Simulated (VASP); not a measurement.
# InSb (F-43m) in VASP: a series of runs

The runs below take InSb through relaxation of cell and atoms, with PBE.

Program: VASP 6.6.1. These are calculated values, not measurements. Logs are shortened: lines on timing, memory, paths and dates and some standing lists are left out, and cuts for length are marked.

**1. The structure**

It takes space group F-43m (No. 216, cubic). Conventional cell: a = 6.478 Å, b = 6.478 Å, c = 6.478 Å, α = 90.00°, β = 90.00°, γ = 90.00°. In (site symmetry -43m) is surrounded by 4 Sb at 2.81 Å. Sb (site symmetry -43m) has 4 In at 2.81 Å as nearest neighbours.

**2. Relaxation of cell and atoms, PBE**

File INCAR:

```
PREC     = Accurate       # precision mode
ENCUT    = 350            # plane-wave cutoff, eV
EDIFF    = 1E-7           # SCF threshold, eV
ISMEAR   = 0              # smearing method
SIGMA    = 0.02           # smearing width, eV
LREAL    = False          # projectors in reciprocal space
LASPH    = True           # aspherical terms in the spheres
NELM     = 60             # most SCF steps
ALGO     = Normal         # electronic algorithm
ISIF     = 3              # what is computed and relaxed
LWAVE    = False          # write WAVECAR
LCHARG   = False          # write CHGCAR
GGA      = PE             # functional
IBRION   = 2              # ionic algorithm
NSW      = 80             # ionic steps
EDIFFG   = -0.002         # ionic threshold
```

File KPOINTS:

```
Automatic mesh
0
Gamma
  8 8 8
```

File POSCAR:

```
InSb
1.0
    0.0000000000      3.2391000000      3.2391000000
    3.2391000000      0.0000000000      3.2391000000
    3.2391000000      3.2391000000      0.0000000000
In Sb
1 1
Direct
    0.0000000000      0.0000000000      0.0000000000
    0.2500000000      0.2500000000      0.2500000000
```

Potentials or basis: VASP PAW PBE potentials, release 64 (In_d, Sb).

On the command line:

```bash
cat potpaw_PBE.64/In_d/POTCAR potpaw_PBE.64/Sb/POTCAR > POTCAR
mpirun -np 1 vasp_std > vasp.out
```

OUTCAR:

```text
PREC = Accurate
   ENCUT = 350
   EDIFF = 1E-7
   ISMEAR = 0
   LREAL = False
   LASPH = True
   NELM = 60
   ISIF = 3
   GGA = PE
   IBRION = 2
   NSW = 80
   EDIFFG = -0.002

 ion  position               nearest neighbor table
   1  0.000  0.000  0.000-   2 2.81   2 2.81   2 2.81   2 2.81
   2  0.250  0.250  0.250-   1 2.81   1 2.81   1 2.81   1 2.81

  LATTYP: Found a face centered cubic cell.
 ALAT       =     6.4782000000

  Lattice vectors:

 A1 = (   0.0000000000,   3.2391000000,   3.2391000000)
 A2 = (   3.2391000000,   0.0000000000,   3.2391000000)
 A3 = (   3.2391000000,   3.2391000000,   0.0000000000)

Analysis of symmetry for initial positions (statically):
=====================================================================
 Subroutine PRICEL returns:
 Original cell was already a primitive cell.

 Routine SETGRP: Setting up the symmetry group for a
 face centered cubic supercell.

 Subroutine GETGRP returns: Found 24 space group operations
 (whereof 24 operations were pure point group operations)
 out of a pool of 48 trial point group operations.

The static configuration has the point symmetry T_d .

Analysis of symmetry for dynamics (positions and initial velocities):
=====================================================================
 Subroutine PRICEL returns:
 Original cell was already a primitive cell.

 Routine SETGRP: Setting up the symmetry group for a
 face centered cubic supercell.

 Subroutine GETGRP returns: Found 24 space group operations
 (whereof 24 operations were pure point group operations)
 out of a pool of 48 trial point group operations.

The dynamic configuration has the point symmetry T_d .

 Subroutine INISYM returns: Found 24 space group operations
 (whereof 24 operations are pure point group operations),
 and found     1 'primitive' translations

----------------------------------------------------------------------------------------

                                     Primitive cell

  volume of cell :      67.9678

  direct lattice vectors                    reciprocal lattice vectors
     0.000000000  3.239100000  3.239100000    -0.154363867  0.154363867  0.154363867
     3.239100000  0.000000000  3.239100000     0.154363867 -0.154363867  0.154363867
     3.239100000  3.239100000  0.000000000     0.154363867  0.154363867 -0.154363867

  length of vectors
     4.580779150  4.580779150  4.580779150     0.267366060  0.267366060  0.267366060

  position of ions in fractional coordinates (direct lattice)
     0.000000000  0.000000000  0.000000000
     0.250000000  0.250000000  0.250000000

  ion indices of the primitive-cell ions
   primitive index   ion index
                 1           1
                 2           2

[... 70 lines left out ...]
   NELM   =     60;   NELMIN=  2; NELMDL= -5     # of ELM steps
   EDIFF  = 0.1E-06   stopping-criterion for ELM
   LREAL  =      F    real-space projection
   EDIFFG = -.2E-02   stopping-criterion for IOM
   NSW    =     80    number of steps for IOM
   IBRION =      2    ionic relax: 0-MD 1-quasi-New 2-CG
   NFREE  =      1    steps in history (QN), initial steepest desc. (CG)
   ISIF   =      3    stress and relaxation
   ISYM   =      2    0-nonsym 1-usesym 2-fastsym
   POTIM  = 0.5000    time-step for ionic-motion
   TEBEG  =    0.0;   TEEND  =   0.0 temperature during run
   PSTRESS=    0.0 pullay stress
   NELECT =      18.0000    total number of electrons
   NUPDOWN=      -1.0000    fix difference up-down
   EMIN   =  10.00;   EMAX   =-10.00  energy-range for DOS
   EFERMI =   0.00;   METHOD = LEGACY
   ISMEAR =     0;   SIGMA  =   0.02  broadening in eV -4-tet -1-fermi 0-gaus
   EFERMI_NEDOS =   21; number of points for ismear=-14 and -15
   IALGO  =     38    algorithm
   IMIX   =      4    mixing-type and parameters
     AMIX     =   0.40;   BMIX     =  1.00
     AMIX_MAG =   1.60;   BMIX_MAG =  1.00
  volume/ion in A,a.u.               =      33.98       229.33
  Fermi-wavevector in a.u.,A,eV,Ry     =   1.051311  1.986690 15.037912  1.105255
  Thomas-Fermi vector in A             =   2.186349
   LORBIT       =      0    0 simple, 1 ext, 2 COOP (PROOUT), +10 PAW based schemes
   GGA     = PE    functional components
   LHFCALC =     F    Hartree Fock is set to
   AEXX    =    0.0000 exact exchange contribution
   IVDW    =     0    specifies the selected vdW correction
   LEPSILON=     F    determine dielectric tensor
   LRPA    =     F    only Hartree local field effects (RPA)
 conjugate gradient relaxation of ions
 non-spin polarized calculation
 Gauss-broadening in eV      SIGMA  =   0.02
  energy-cutoff  :      350.00
  volume of cell :       67.97
 maximum number of plane-waves:      1036
   NGX = 13   NGY = 13   NGZ = 13

--------------------------------------- Ionic step        1  -------------------------------------------

 number of electron      18.0000010 magnetization

 Free energy of the ion-electron system (eV)
  ---------------------------------------------------
  ext. energy  EPLUGINS =         0.00000000
  ---------------------------------------------------
  free energy    TOTEN  =        -6.90029745 eV

  energy without entropy =       -6.90023719  energy(sigma->0) =       -6.90026732

 E-fermi :   5.1174     XC(G=0):  -8.6865

 val. band max:        5.1113362038   @ k =   0.0000   0.0000   0.0000
 cond. band min:       5.6486615396   @ k =   0.5000   0.0000   0.0000
 fundamental gap:      0.5373253358
 Fermi energy:         5.1174269877

 k-point     1 :       0.0000    0.0000    0.0000
  band No.  band energies     occupation
      1      -9.4902      2.00000
      2      -9.4902      2.00000
      3      -9.4902      2.00000
      4      -9.4050      2.00000
      5      -9.4050      2.00000
      6      -5.6095      2.00000
      7       4.9225      2.00000
      8       5.1113      1.33335
      9       5.1113      1.33335
     10       5.1113      1.33330
     11       8.0698      0.00000
     12       8.0698      0.00000
     13       8.0698      0.00000
[... 511 lines left out ...]
--------------------------------------- Ionic step        5  -------------------------------------------

 number of electron      17.9999983 magnetization

 Free energy of the ion-electron system (eV)
  ---------------------------------------------------
  ext. energy  EPLUGINS =         0.00000000
  ---------------------------------------------------
  free energy    TOTEN  =        -6.94014933 eV

  energy without entropy =       -6.94008907  energy(sigma->0) =       -6.94011920

 E-fermi :   4.4470     XC(G=0):  -8.4077

 val. band max:        4.4409242645   @ k =   0.0000   0.0000   0.0000
 cond. band min:       4.8678836818   @ k =   0.5000   0.0000   0.0000
 fundamental gap:      0.4269594173
 Fermi energy:         4.4470148521

 k-point     1 :       0.0000    0.0000    0.0000
  band No.  band energies     occupation
      1     -10.0294      2.00000
      2     -10.0294      2.00000
      3     -10.0294      2.00000
      4      -9.9613      2.00000
      5      -9.9613      2.00000
      6      -5.8810      2.00000
      7       3.8817      2.00000
      8       4.4409      1.33335
      9       4.4409      1.33335
     10       4.4409      1.33329
     11       7.4046      0.00000
     12       7.4046      0.00000
     13       7.4046      0.00000
[... 397 lines left out ...]
  FREE ENERGIE OF THE ION-ELECTRON SYSTEM (eV)
  ---------------------------------------------------
  free  energy   TOTEN  =        -6.9401493255 eV

  energy  without entropy=       -6.9400890668  energy(sigma->0) =       -6.94011920

 reached required accuracy - stopping structural energy minimisation
```

OSZICAR:

```text
N       E                     dE             d eps       ncg     rms          rms(c)
DAV:   1     0.971185417106E+02    0.97119E+02   -0.65056E+03   754   0.104E+03
DAV:   2    -0.711202024559E+00   -0.97830E+02   -0.95978E+02   779   0.266E+02
DAV:   3    -0.685243391892E+01   -0.61412E+01   -0.61153E+01   969   0.766E+01
[... 50 lines left out ...]
DAV:   3    -0.694014748778E+01    0.30084E-04   -0.96334E-05  1004   0.194E-01    0.168E-02
DAV:   4    -0.694014777901E+01   -0.29124E-06   -0.26736E-06   774   0.156E-02    0.113E-02
DAV:   5    -0.694014866222E+01   -0.88320E-06   -0.51744E-07   895   0.667E-03    0.479E-03
DAV:   6    -0.694014939012E+01   -0.72790E-06   -0.12089E-07   583   0.389E-03    0.853E-04
DAV:   7    -0.694014932548E+01    0.64641E-07   -0.25948E-08   377   0.265E-03
   5 F= -.69401493E+01 E0= -.69401192E+01  d E =-.105780E-04
```

CONTCAR:

```text
InSb
   1.00000000000000
     0.0000000000000000    3.3108188883503553    3.3108188883503553
     3.3108188883503553    0.0000000000000000    3.3108188883503553
     3.3108188883503553    3.3108188883503553    0.0000000000000000
  In              Sb
     1     1
Direct
     0.0000000000000000    1.0000000000000000    0.0000000000000000
     0.2500000000000000    0.2500000000000000    0.2500000000000000

  0.00000000E+00  0.00000000E+00  0.00000000E+00
  0.00000000E+00  0.00000000E+00  0.00000000E+00
```

Run time: 57 s. Hardware: 1 thread of Intel Xeon Platinum 8259CL at 2.50GHz (Skylake/Cascade Lake), shared host; peak memory 0.16 GiB.

What came out:

| Quantity | Value |
| --- | --- |
| Free energy | -6.9401 eV |
| Relaxed volume | 36.29 Å³/atom |
| Relaxed cell | a = 4.682 Å, b = 4.682 Å, c = 4.682 Å, α = 60.00°, β = 60.00°, γ = 60.00° |
| Space group after relaxing (to 0.05 Å) | F-43m (No. 216) |
| Energy gained by relaxing | 19.9 meV/atom |
| Ionic steps | 5 |
| Pressure after relaxing | 0.0 GPa |
| Band gap on the k mesh | none (metal or under the smearing width) |

Step by step:
| step | energy change (eV) | largest force (eV/Å) | pressure (GPa) | volume (Å³) |
| --- | --- | --- | --- | --- |
| 1 | 0.0000 | 0.0000 | 2.96 | 67.97 |
| 2 | -0.0351 | 0.0000 | -0.85 | 74.33 |
| 3 | -0.0399 | 0.0000 | 0.01 | 72.57 |
| 4 | -0.0398 | 0.0000 | -0.04 | 72.67 |
| 5 | -0.0399 | 0.0000 | 0.00 | 72.58 |

Final structure:
```
In Sb
1.0
     0.00000    3.31082    3.31082
     3.31082    0.00000    3.31082
     3.31082    3.31082    0.00000
In Sb
1 1
Direct
  0.00000 0.00000 0.00000
  0.25000 0.25000 0.25000
```

Levels at points of the mesh, in eV from the Fermi level:
| k point | band 5 | band 6 | band 7 | band 8 | band 9 | band 10 | band 11 | band 12 | band 13 |
| --- | --- | --- | --- | --- | --- | --- | --- | --- | --- |
| (0.00, 0.00, 0.00) | -14.41 | -10.33 | -0.57 | -0.01 | -0.01 | -0.01 | 2.96 | 2.96 | 2.96 |
| (0.50, 0.00, 0.00) | -14.41 | -9.12 | -5.34 | -0.92 | -0.92 | 0.42 | 3.79 | 3.79 | 6.11 |
| (0.50, 0.50, 0.00) | -14.40 | -8.59 | -5.65 | -2.06 | -2.06 | 1.35 | 1.45 | 7.76 | 7.76 |

Caveat: this crystal is a semiconductor, whose small gap the functional closes, so the metal is an error of the method. Zero-point motion and thermal expansion aren't in these numbers.

**3. Relaxation of cell and atoms, PBE**

This run uses another cell than the first one, of 36.29 Å³/atom, 1.068 times its volume.

INCAR is that of step 2.

KPOINTS is that of step 2.

File POSCAR:

```
InSb                                    
1.0
    0.0000000000      3.3108188884      3.3108188884
    3.3108188884      0.0000000000      3.3108188884
    3.3108188884      3.3108188884      0.0000000000
  In              Sb            
     1     1
Direct
     0.0000000000000000    1.0000000000000000    0.0000000000000000
     0.2500000000000000    0.2500000000000000    0.2500000000000000
```

Potentials or basis: VASP PAW PBE potentials, release 64 (In_d, Sb).

On the command line:

```bash
cat potpaw_PBE.64/In_d/POTCAR potpaw_PBE.64/Sb/POTCAR > POTCAR
mpirun -np 1 vasp_std > vasp.out
```

It took 40 s on 1 thread of Intel Xeon Platinum 8259CL at 2.50GHz (Skylake/Cascade Lake), shared host; peak memory 0.17 GiB.

It converged, with:

```
Free energy                            : -6.9465 eV
Relaxed volume                         : 36.33 Å³/atom
Relaxed cell                           : a = 4.684 Å, b = 4.684 Å, c = 4.684 Å, α = 60.00°, β = 60.00°, γ = 60.00°
Space group after relaxing (to 0.05 Å) : F-43m (No. 216)
Energy gained by relaxing              : 0.0 meV/atom
Ionic steps                            : 3
Pressure after relaxing                : 0.0 GPa
Band gap on the k mesh                 : none (metal or under the smearing width)
```

Final structure:
```
In Sb
1.0
     0.00000    3.31199    3.31199
     3.31199    0.00000    3.31199
     3.31199    3.31199    0.00000
In Sb
1 1
Direct
  0.00000 0.00000 0.00000
  0.25000 0.25000 0.25000
```

Levels at points of the mesh, in eV from the Fermi level:
| k point | band 5 | band 6 | band 7 | band 8 | band 9 | band 10 | band 11 | band 12 | band 13 |
| --- | --- | --- | --- | --- | --- | --- | --- | --- | --- |
| (0.00, 0.00, 0.00) | -14.41 | -10.32 | -0.57 | -0.01 | -0.01 | -0.01 | 2.96 | 2.96 | 2.96 |
| (0.50, 0.00, 0.00) | -14.41 | -9.12 | -5.33 | -0.92 | -0.92 | 0.42 | 3.79 | 3.79 | 6.11 |
| (0.50, 0.50, 0.00) | -14.40 | -8.59 | -5.65 | -2.06 | -2.06 | 1.35 | 1.45 | 7.75 | 7.75 |

Caveat: this crystal is a semiconductor, whose small gap the functional closes, so the metal is an error of the method.
